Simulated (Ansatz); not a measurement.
Crystal: FeO.

```
Fe O
1.0
     1.51768    0.87623    2.51579
    -1.51768    0.87623    2.51579
     0.00000   -1.75247    2.51579
Fe O
1 1
Direct
  0.00000 0.00000 0.00000
  0.50000 0.50000 0.50000
```

Base run:

```yaml
Program: Ansatz 0.2.0
Functional: LDA
Potentials_or_basis: Ansatz PAW
Cutoff: 420 eV
Density_cutoff: 1680 eV
k_mesh: 11 × 11 × 11
Occupations: fermi-dirac, width 0.05 eV
Spin: collinear spin, ferromagnetic start
Starting_moments: "[3.0, 0.0] μB"
Hubbard_terms: Fe d U = 6 eV
```

Its results: band gap on the k mesh 1.23 eV, indirect (least direct gap 3.07 eV); pressure -1.1 GPa; net moment 4.00 μB per cell; site moments Fe +3.49; O +0.18 μB.

Problem. The run is repeated on the same cell with these changes: hubbard terms from Fe d U = 6 eV to Fe d U = 1 eV. What comes out?

Solution. Band gap on the k mesh none (metal or under the smearing width); pressure -15.3 GPa; net moment 4.00 μB per cell; site moments Fe +3.44; O +0.32 μB.

Caveats: the magnetic or orbital state may not be the lowest; a cell with one magnetic atom can't hold antiferromagnetic order, which such compounds often take; the PAW data sets come from PBE, with cores solved anew for the run's functional, which leaves a small shift of forces and pressure; the density of states is complete only up to the lowest level of the last band computed; odd divisions of the mesh miss points on the zone boundary, where band edges often lie, so the gap on the mesh can be too wide (some runs).

A k mesh can miss the band edges.

Not every run made on this cell is shown here.
